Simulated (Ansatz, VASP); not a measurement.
**One calculation of Mg, two programs**

The input INCAR:

```
PREC = Accurate ; ENCUT = 520
EDIFF = 1E-6 ; ISMEAR = 0
SIGMA = 0.1 ; LREAL = False
LASPH = True ; NELM = 80
ALGO = Fast ; ISIF = 2
LWAVE = False ; LCHARG = True
GGA = CA ; LELF = True
LVHAR = True ; NBANDS = 7
```

KPOINTS

```
Automatic mesh
0
Gamma
  8 8 8
```

The input POSCAR:

```
Mg
1.0
    0.0000000000      2.2442560000      2.2442560000
    2.2442560000      0.0000000000      2.2442560000
    2.2442560000      2.2442560000      0.0000000000
Mg
1
Direct
    0.0000000000      0.0000000000      0.0000000000
```

Input for Ansatz:

```yaml
crystal:
  lattice:
    - [0.0, 2.244256, 2.244256]
    - [2.244256, 0.0, 2.244256]
    - [2.244256, 2.244256, 0.0]
  atoms:
    - { symbol: Mg, position: [0.0, 0.0, 0.0] }
basis:
  ecutwfc: 420
kpoints:
  mp_grid: { grid: [8, 8, 8] }
hamiltonian:
  xc: lda
scf:
  occupations: { method: gaussian, width: 0.1 }
output:
  forces: true
  stress: true
  eigenvalues: true
```

This isn't the form of Mg at room conditions, which is hcp.

Alike in both runs: task single point; functional LDA; k mesh 8 × 8 × 8; occupations gaussian, width 0.1 eV; no spin polarisation.

|  | VASP | Ansatz |
| --- | --- | --- |
| version | VASP 6.6.1 | Ansatz 0.2.0 |
| potentials or method | VASP PAW LDA potentials, release 64 (Mg) | scalar-relativistic, plane waves, PAW |
| plane-wave cutoff (eV) | 520 | 420 |
| valence electrons in the cell | 2 | 10 |

```csv
,VASP,Ansatz,Ansatz less VASP
gap on the k mesh at the Fermi level (eV),none,none,-
pressure (GPa),-1.5,-1.2,+0.31
```

A gap of «none» marks a metal or a gap that the smearing closes. The two sets of potentials don't hold the same shells in valence.
